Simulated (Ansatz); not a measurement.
The system is Ti3Al.

```xyz
4
Lattice="0.0000 3.2318 3.2318 3.2318 0.0000 3.2318 3.2318 3.2318 0.0000" Properties=species:S:1:pos:R:3 pbc="T T T"
Ti    0.0000    0.0000    0.0000
Ti    1.6159    1.6159    1.6159
Ti    4.8477    4.8477    4.8477
Al    3.2318    3.2318    3.2318
```

The cell comes from a database or a generator and needn't be the stable form of this composition.

Base run:

```yaml
Program: Ansatz 0.2.0
Functional: LDA
Potentials_or_basis: all-electron LAPW, scalar-relativistic
Cutoff: 217 eV (chosen from the basis error)
Basis_error_allowed: 0.002 eV/atom
k_mesh: 7 × 7 × 7
Occupations: fermi-dirac, width 0.05 eV
Spin: no spin polarisation
```

Its results: pressure -8.6 GPa.

Q: The run is repeated on the same cell with these changes: functional from LDA to PBEsol. What comes out?

A: Pressure -4.8 GPa.

PBEsol binds less tightly than LDA, so the same cell stands under more pressure.
